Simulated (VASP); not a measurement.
## VASP 6.6.1 run: BaS

INCAR

```
ENCUT = 520
PREC = Accurate
IBRION = -1
ISIF = 2
NBANDS = 15
ISMEAR = 2
LWAVE = .FALSE.
LCHARG = .FALSE.
SIGMA = 0.2
EDIFF = 1E-7
NELM = 120
NSW = 0
LREAL = .FALSE.
GGA = PE
LASPH = .TRUE.
```

KPOINTS

```
KPOINTS created by Atomic Simulation Environment
0
Monkhorst-Pack
8 8 8
0 0 0
```

POSCAR

```
Ba S
 1.0000000000000000
     0.0000000000000000    3.2117958738999999    3.2117958738999999
     3.0200516602000000    0.0000000000000000    3.2117958738999999
     3.0200516602000000    3.2117958738999999    0.0000000000000000
 Ba  S
   1   1
Cartesian
  0.0000000000000000  0.0000000000000000  0.0000000000000000
  3.0200516602000000  3.2117958738999999  3.2117958738999999
```

The recommended PBE PAW datasets give the neutral cell 16 valence electrons.

Command

```
mpirun -np 1 vasp_std
```

Predict the outcome of this run.

It converged. Results: gap between bands v and c on the k mesh 1.99 eV; least direct gap on the k mesh 2.13 eV; pressure 4.3 GPa. Band v is the last that the valence electrons fill when counted band by band, and c is the next.

OSZICAR

```
N       E                     dE             d eps       ncg     rms          rms(c)
DAV:   1     0.837482869643E+02    0.83748E+02   -0.68916E+03  4320   0.931E+02
DAV:   2    -0.576270206293E+01   -0.89511E+02   -0.80437E+02  5897   0.171E+02
DAV:   3    -0.104738723672E+02   -0.47112E+01   -0.46783E+01  6057   0.409E+01
DAV:   4    -0.105636828549E+02   -0.89810E-01   -0.89786E-01  5573   0.577E+00
DAV:   5    -0.105660810482E+02   -0.23982E-02   -0.23981E-02  6064   0.757E-01    0.524E+00
DAV:   6    -0.100690337544E+02    0.49705E+00   -0.67551E-01  5230   0.495E+00    0.363E+00
DAV:   7    -0.100666837806E+02    0.23500E-02   -0.19642E-01  5776   0.250E+00    0.219E+00
DAV:   8    -0.100790987563E+02   -0.12415E-01   -0.23857E-02  4999   0.113E+00    0.220E-01
DAV:   9    -0.100795824277E+02   -0.48367E-03   -0.34966E-03  5909   0.434E-01    0.120E-01
DAV:  10    -0.100803579194E+02   -0.77549E-03   -0.87231E-04  4684   0.209E-01    0.330E-02
DAV:  11    -0.100804207065E+02   -0.62787E-04   -0.10252E-04  5762   0.653E-02    0.102E-02
DAV:  12    -0.100804230445E+02   -0.23379E-05   -0.61383E-06  5174   0.156E-02    0.745E-03
DAV:  13    -0.100804230468E+02   -0.23000E-08   -0.31900E-07  5860   0.340E-03
   1 F= -.10080423E+02 E0= -.10080622E+02  d E =0.795873E-03
```

Standard output (part)

```
POSCAR found type information on POSCAR BaS
 POSCAR found :  2 types and       2 ions
 LDA part: xc-table for (Slater+PW92), standard interpolation
 POSCAR, INCAR and KPOINTS ok, starting setup
 WAVECAR not read
 entering main loop
```

These settings aren't sound, so the numbers aren't properties of the crystal. The shifted mesh misses Γ, so a band edge there is missed.

On sound settings PBE gives a gap of 1.80 eV on its mesh and a pressure of 4.3 GPa for the intended cell.
